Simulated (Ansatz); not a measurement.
Write the native input for Ansatz 0.2.0 that does the following.

| Property | Result |
| --- | --- |
| Task | single point |
| Functional | PBE |
| Potentials or basis | Ansatz PAW |
| Cutoff | 420 eV (not typed: the program's choice for these potentials) |
| k mesh | 12 × 12 × 12 |
| Occupations | gaussian, width 0.019 eV |
| Spin | no spin polarisation |

Crystal: Si2Mo.

```
Mo Si
1.0
    -1.60000    1.60000    3.93050
     1.60000   -1.60000    3.93050
     1.60000    1.60000   -3.93050
Mo Si
1 2
Cartesian
  0.0000 0.0000 0.0000
  0.0000 0.0000 5.2433
  0.0000 0.0000 2.6177
```

These files were run (other wordings do the same):

input.yaml

```yaml
crystal:
  lattice:
    - [-1.6, 1.6, 3.9305]
    - [1.6, -1.6, 3.9305]
    - [1.6, 1.6, -3.9305]
  atoms:
    - { symbol: Mo, position: [0.0, 0.0, 0.0] }
    - { symbol: Si, position: [0.667, 0.667, 0.0] }
    - { symbol: Si, position: [0.333, 0.333, 0.0] }
hamiltonian:
  xc: pbe
  pseudopotentials: { kind: paw }
kpoints:
  mp_grid: { grid: [12, 12, 12] }
scf:
  occupations: { method: gaussian, width: 0.019 }
output:
  forces: true
  stress: true
  eigenvalues: true
```

Potentials or basis: Ansatz PAW.

Launch:

```sh
$ ansatz run input.yaml --threads 2 --pin off --max-ram 5632MiB --backend cpu --events-out ev --progress --plain --runs-dir out
```

It gave:

| Item | Value |
| --- | --- |
| Pressure | 2.2 GPa |
| Largest force | 0.276 eV/Å |
| Band gap on the k mesh | none (metal or under the smearing width) |

It took 2.6 s on 2 threads of Intel(R) Xeon(R) Platinum 8259CL CPU @ 2.50GHz (Skylake/Cascade Lake), with other jobs on the host, peak memory 0.43 GiB.
